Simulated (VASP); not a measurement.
CsSnBr3:

```
Cs Sn Br
1.0
     5.83901    0.00000    0.00000
     0.00000    5.83901    0.00000
     0.00000    0.00000    5.83901
Cs Sn Br
1 1 3
Direct
  0.00000 0.00000 0.00000
  0.50000 0.50000 0.50000
  0.50000 0.00000 0.50000
  0.50000 0.50000 0.00000
  0.00000 0.50000 0.50000
```

The cell is a database's computed one.

- Program: VASP 6.6.1
- Task: relaxation of cell and atoms
- Functional: PBEsol
- Potentials or basis: VASP PAW PBE potentials, release 64 (Cs_sv, Sn_d, Br)
- Cutoff: 600 eV
- k mesh: 6 × 6 × 6
- Occupations: gaussian, width 0.03 eV
- Spin: no spin polarisation

At the start: pressure -0.8 GPa; volume 39.81 Å³/atom.

**Question.** Where does the relaxation end?

**Answer.** Over 3 steps the energy falls by 3.6 meV/atom and the volume is 38.40 Å³/atom (-3.6 %); space group Pm-3m (No. 221, to 0.05 Å).

The path:
| step | energy change (eV) | largest force (eV/Å) | pressure (GPa) | volume (Å³) |
| --- | --- | --- | --- | --- |
| 1 | 0.0000 | 0.0000 | -0.77 | 199.07 |
| 2 | -0.0169 | 0.0000 | -0.19 | 193.58 |
| 3 | -0.0180 | 0.0000 | -0.02 | 191.98 |

Final structure:
```cif
data_structure
_symmetry_space_group_name_H-M 'P 1'
_symmetry_Int_Tables_number 1
_cell_length_a 5.7688
_cell_length_b 5.7688
_cell_length_c 5.7688
_cell_angle_alpha 90.000
_cell_angle_beta 90.000
_cell_angle_gamma 90.000
_cell_volume 191.98
loop_
_atom_site_label
_atom_site_type_symbol
_atom_site_fract_x
_atom_site_fract_y
_atom_site_fract_z
_atom_site_occupancy
Cs1 Cs 0.00000 0.00000 0.00000 1
Sn1 Sn 0.50000 0.50000 0.50000 1
Br1 Br 0.50000 0.00000 0.50000 1
Br2 Br 0.50000 0.50000 0.00000 1
Br3 Br 0.00000 0.50000 0.50000 1
```

Caveat: the PAW data sets were made with another functional, which shifts forces and pressure a little.
